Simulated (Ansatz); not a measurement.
# CO2: all-electron results

```
C O
1.0
    -1.77590    1.77590    2.95920
     1.77590   -1.77590    2.95920
     1.77590    1.77590   -2.95920
C O
2 4
Cartesian
  0.0000 0.0000 0.0000
  0.0000 1.7759 1.4796
  0.7601 0.8880 0.7398
  -0.8880 1.0158 2.2194
  1.0158 0.8880 3.6990
  2.6639 0.7601 -0.7398
```

Atom numbers follow the list: C1, C2, O3, O4, O5, O6.

The cell comes from COD entry 1517802, which wasn't checked; take it as a given geometry.

Methods: DFT, PBE, all-electron LAPW, scalar-relativistic (Ansatz 0.2.0); DFT, PBE, PAW with Ansatz's default frozen-core files, scalar-relativistic (Ansatz 0.2.0).

For LAPW: a Γ-centred 8×8×10 k mesh, Fermi–Dirac smearing of 0.03 eV, basis error target 1 meV/atom, no spin polarisation; this mesh doesn't keep the crystal's whole symmetry, which leaves small spurious terms. PAW takes a cutoff of 420 eV at this cell. The Ansatz runs share mesh, smearing and spin set-up. Values come from LAPW unless marked.

```
Pressure at this cell                                                                                                  : 38.2 GPa
Band gap                                                                                                               : 7.07 eV, indirect from S (0.34, 0.66, -0.34) to Γ
Stress xx, yy, zz (compression positive)                                                                               : 35.25, 35.25, 44.13 GPa
Largest force                                                                                                          : 1.403 eV/Å on O3
Smallest direct gap on the path                                                                                        : 7.18 eV
Löwdin charges (with 0.32 e of the cell spilling out of the atomic basis, so their sizes and signs hang on that basis) : C1 0.73, O3 -0.28 e
Bader charges (from the PAW run)                                                                                       : C1 +2.05, O3 -1.03 e
Volume per atom                                                                                                        : 6.22 Å³
```
